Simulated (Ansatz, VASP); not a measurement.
# Al in VASP and in Ansatz

Contents of INCAR:

```
PREC = Accurate ; ENCUT = 520
EDIFF = 1E-7 ; ISMEAR = -1
SIGMA = 0.1 ; LREAL = False
LASPH = True ; NELM = 100
ALGO = Fast ; ISIF = 2
LWAVE = False ; LCHARG = False
GGA = RP ; NBANDS = 10
```

The input KPOINTS:

```
Automatic mesh
0
Gamma
  14 14 8
```

File POSCAR:

```
Al
1.0
    2.8574568965      0.0000000000      0.0000000000
   -1.4287284483      2.4746302626      0.0000000000
    0.0000000000      0.0000000000      4.5968042871
Al
2
Direct
    0.3333333333      0.6666666667      0.2500000000
    0.6666666667      0.3333333333      0.7500000000
```

Input for Ansatz:

```yaml
crystal:
  lattice:
    - [2.8574568965, 0.0, 0.0]
    - [-1.4287284483, 2.4746302626, 0.0]
    - [0.0, 0.0, 4.5968042871]
  atoms:
    - { symbol: Al, position: [0.3333333333, 0.6666666667, 0.25] }
    - { symbol: Al, position: [0.6666666667, 0.3333333333, 0.75] }
hamiltonian:
  xc: rpbe
  pseudopotentials:
    kind: paw
    azcp:
      Al: "pseudopotentials/Al.paw.azcp"
basis:
  ecutwfc: 420
  fft_grid_basis: typed
kpoints:
  mp_grid: { grid: [14, 14, 8], shift: [0, 0, 0] }
magnetization:
  spin_polarized: false
scf:
  occupations: { method: fermi_dirac, width: 0.1 }
  lower_state_search: "off"
output:
  stress: true
```

Alike in both runs: task single point; functional RPBE; k mesh 14 × 14 × 8; occupations fermi-dirac, width 0.1 eV; no spin polarisation.

|  | VASP | Ansatz |
| --- | --- | --- |
| version | VASP 6.6.1 | Ansatz 0.2.0 |
| potentials or method | VASP PAW PBE potentials, release 64 (Al) | plane waves (420 eV) with PAW, scalar-relativistic |
| plane-wave cutoff (eV) | 520 | 420 |
| valence electrons in the cell | 6 | 6 |

Ansatz gave:

* pressure (GPa): 3.3
* largest component of the traceless stress (GPa): 1.35

Task: Which values does VASP return?

Result: Pressure (GPa): 3.1; largest component of the traceless stress (GPa): 1.34.

Caveats: the PAW data sets were made with another functional, which shifts forces and pressure a little (VASP).
